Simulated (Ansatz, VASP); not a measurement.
# Gd: VASP beside Ansatz

```
CELL_PARAMETERS angstrom
0.00000 2.58582 2.58582
2.58582 0.00000 2.58582
2.58582 2.58582 0.00000
ATOMIC_POSITIONS crystal
Gd 0.00000 0.00000 0.00000
```

This isn't the form of Gd at room conditions, which is hcp.

Alike in both runs: task single point; functional PBEsol; k mesh 10 × 10 × 10; occupations fermi-dirac, width 0.05 eV; collinear spin.

|  | VASP | Ansatz |
| --- | --- | --- |
| version | VASP 6.6.1 | Ansatz 0.2.0 |
| potentials or method | VASP PAW PBE potentials, release 64 (Gd), cutoff 520 eV | all-electron (LAPW or listed datasets) |

|  | VASP | Ansatz | Ansatz less VASP |
| --- | --- | --- | --- |
| net moment per atom (μB) | 7.49 | 7.48 | -0.005 |
| size of the moment on the site where the two differ most (μB) | 6.93 | 7.36 | +0.425 |

Site moments also hang on the region over which each program counts them. Ansatz ran all-electron here, so the differences hold the error of VASP's frozen core and of both bases. Ansatz warned: «given_moment_on_shells».

 The state reached can hang on the start; a lower one may exist.
